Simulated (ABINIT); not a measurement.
Runs of ABINIT 10.8.3 (patched build) on Sb. It takes space group R-3m (No. 166, trigonal). Conventional cell: a = 4.308 Å, b = 4.308 Å, c = 11.274 Å, α = 90.00°, β = 90.00°, γ = 120.00°. Sb (site symmetry 3m) has 3 Sb at 2.91 Å as nearest neighbours. 

```tsv
task	level	potentials or basis	cell	k mesh	bands in the sums	broadening (eV)	scissor shift (eV)	tensor components	cell freedom (optcell)	gap on the mesh (eV)	pressure (GPa)	largest force (eV/Å)
single point	PBE	PseudoDojo NC SR PBE v0.4.1 standard	cell relaxed	6 × 6 × 6	-	-	-	-	-	none	-0.1	-
optical spectrum	LDA	PseudoDojo NC SR LDA v0.4.1 standard	as given	8 × 8 × 8	23	0.05	0	[11, 33]	-	none	(a)	(b)
single point	LDA	PseudoDojo NC SR LDA v0.4.1 standard	as given	6 × 6 × 6	-	-	-	-	-	none	-1.2	0.06
single point	PBE	PseudoDojo NC SR PBE v0.4.1 standard	as given	6 × 6 × 6	-	-	-	-	-	none	2.7	0.09
relaxation of cell and atoms	PBE	PseudoDojo NC SR PBE v0.4.1 standard	relaxed	6 × 6 × 6	-	-	-	-	2	none	0.0	-
```

Alike in all rows: no spin polarisation; cutoff (eV) 1088; smearing fermi-dirac 0.05 eV.

Problem. Estimate the missing entries.

Solution. (a) -1.3; (b) 0.03.

Caveats: the intraband (Drude) term is left out (some runs); spectra need much finer meshes, so this one isn't converged (some runs); independent-particle spectra lack excitons (some runs).

A k mesh can miss the band edges, and the runs leave out spin-orbit coupling on Sb.

A gap of «none» marks a metal or a gap under the smearing width.
